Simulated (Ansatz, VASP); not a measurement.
NaCl: VASP beside Ansatz

```
CELL_PARAMETERS angstrom
2.55954 2.55954 0.00000
-2.55954 2.55954 0.00000
0.00000 2.55954 2.55954
ATOMIC_POSITIONS crystal
Na 0.00000 0.00000 0.00000
Cl 0.50000 0.50000 0.00000
```

Alike in both runs: functional LDA; k mesh 8 × 8 × 8; no spin polarisation.

Ansatz relaxed the structure, and its values are those at the end. VASP's run is a single point on that final structure, the one shown.

```csv
,VASP,Ansatz
version,VASP 6.6.1,Ansatz 0.2.0
potentials or method,"VASP PAW LDA potentials, release 64 (Na_pv, Cl)","PAW with Ansatz's default frozen-core files, scalar-relativistic"
plane-wave cutoff (eV),520,420
occupations,"gaussian, width 0.01 eV",fixed
valence electrons in the cell,14,16
```

```tsv
	VASP	Ansatz	Ansatz less VASP
pressure (GPa)	10.1	10.0	-0.10
```

The two sets of potentials don't hold the same shells in valence.
